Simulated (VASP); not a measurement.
# How uniaxial stress along [001] changes SiC (F-43m), part 2 of 2

Wanted: the response of SiC to uniaxial stress along [001], as a table, with a fit that predicts a row left out.

VASP 6.6.1, plane waves and PAW; the level of theory is named at each step.

So far: The structure; Relax the crystal, LDA; Strain across the axis, LDA; Band edges, HSE06.

## (5) The whole series

Hybrid runs start from orbitals of a short LDA run, not shown.

Runs beyond LDA use the data sets made with LDA; this shifts their levels slightly, and their total energies have another zero.

The other members went through these steps as far as the tables show, with the same cutoff and, step by step, the same mesh; 42 runs are not shown. The session took 1.8 core hours (wall time by ranks) on a shared machine.

```
strain along the axis (%)  strain across the axis (%)  stress along the axis, tension positive (GPa)  energy above the unstrained row (meV/atom)  gap on the mesh, LDA (eV)
                   -2.000                       0.549                                         -6.334                                       4.217                      1.011
                   -1.500                       0.408                                         -4.799                                       2.409                      1.080
                   -1.000                       0.269                                         -3.231                                       1.097                      1.149
                   -0.500                       0.134                                         -1.633                                       0.294                      1.219
                        0                       0.000                                         -0.009                                       0.000                      1.289
                    0.500                      -0.127                                          1.653                                       0.234                      1.257
                    1.000                      -0.253                                          3.338                                       0.990                      1.226
                    1.500                      -0.375                                          5.049                                       2.277                      1.196
                    2.000                      -0.494                                          6.784                                       4.102                      1.165
```

Slopes at zero strain, from cubics through all rows: strain ratio -0.261, stress over strain 329 GPa.

Band edges at HSE06, counted from the valence-band top at Γ, with one row partly withheld:

```
strain along the axis (%)  gap (eV)  conduction band at Γ (eV)  Δ or X valley along z (eV)  Δ or X valley along x (eV)  lowest conduction level at L, [111] (eV)  lowest conduction level at L, [-111] (eV)  second valence level below the top (eV)  third valence level below the top (eV)
                   -2.000     1.960                      7.801                       1.960                       2.207                                     6.742                                      6.742                                    0.174                                   0.174
                   -1.500     2.031                      7.803                       2.031                       2.215                                     6.777                                      6.777                                    0.131                                   0.131
                   -1.000     2.101                      7.804                       2.101                       2.223                                     6.804                                      6.804                                    0.088                                   0.088
                   -0.500         ?                      7.804                           ?                       2.233                                     6.823                                      6.823                                    0.044                                   0.044
                        0     2.243                      7.805                       2.243                       2.243                                     6.834                                      6.834                                    0.000                                   0.000
                    0.500     2.211                      7.758                       2.270                       2.211                                     6.790                                      6.790                                    0.000                                   0.045
                    1.000     2.178                      7.711                       2.297                       2.178                                     6.737                                      6.737                                    0.000                                   0.090
                    1.500     2.146                      7.663                       2.323                       2.146                                     6.674                                      6.674                                    0.000                                   0.135
                    2.000     2.114                      7.613                       2.348                       2.114                                     6.602                                      6.602                                    0.000                                   0.181
```

## (6) Fit and prediction

The quantity to fit is the splitting of the Δ or X valleys (z less x) at HSE06: -0.247, -0.184, -0.122, 0.000, 0.060, 0.119, 0.177, 0.234 eV in the rows shown.

A least-squares parabola through the 8 rows shown, with d the strain along the axis less the strain across it, in %: E = − 5.46e-4 d² + 0.09532 d + 1.57e-5 (eV), r.m.s. residual 4.0e-5 eV.

At d = -0.6337 this predicts -0.0606 eV.

## (7) Prediction against calculation

The calculation gives -0.0607 eV, so the prediction is 0.0001 eV too high.

The splitting is Ξu times d, with d as a fraction, so the linear term gives Ξu = 9.5 eV.

## (8) What came out

```
Poisson ratio                                        : 0.261
Young's modulus along the axis                       : 329 GPa
gap of the unstrained cell, HSE06                    : 2.24 eV
shear deformation potential Ξu of the Δ or X valleys : 9.5 eV
error of the predicted row                           : 0.1 meV
valence shear potential |b|, HSE06                   : 2.35 eV
```

In words: As a check, the curvature of the energy gives 329 GPa for the same modulus (energy per volume = E/2 × strain²), 0 % from the slope of the stress. At HSE06 the lowest conduction valley is Δ or X throughout, and the gap runs between 1.96 and 2.24 eV. Without spin-orbit coupling the three valence levels split by 3|b| times the difference of the strains; the rows within 1 % give |b| = 2.35 eV. Hole masses are left out throughout, since the top bands are degenerate or cross in many series; of conduction masses, those of the Γ, L and (for Si and Ge under (001) strain) Δ valleys are kept where they change by under an eighth between rows. A measured gap of unstrained SiC is 2.39 eV (arxiv:2009.14696, band gap at cryogenic temperature, temperature not given); the static gaps here belong to the lattice relaxed at LDA. HSE06 ran on a coarser mesh than the semilocal levels. Spin-orbit coupling is left out at HSE06, so the valence splittings there lack it. Δ or X levels are the lowest on their line, refined by a parabola unless they lie at X; the gap is read from all points sampled and can differ from the lowest valley by some meV, or by tens of meV where strain moves the valence top off Γ. Temperature, zero-point motion and excitons are left out.

[Lines on the potential files, build, host, timing and source positions are cut from VASP's logs without a mark.]

[Logs are printed without paths, hosts, clocks, repeated set-up lines and the standing remarks that a program may print on its own settings, such as how far it seeks lower states.]

[Hosts, paths, dates, database ids (printed as entryN), source tags and the programs' standing remarks are cut or masked in the printed files.]

[In band tables of VASP the shares of atoms and orbitals are scaled to a sum of 1 inside the atoms' spheres.]
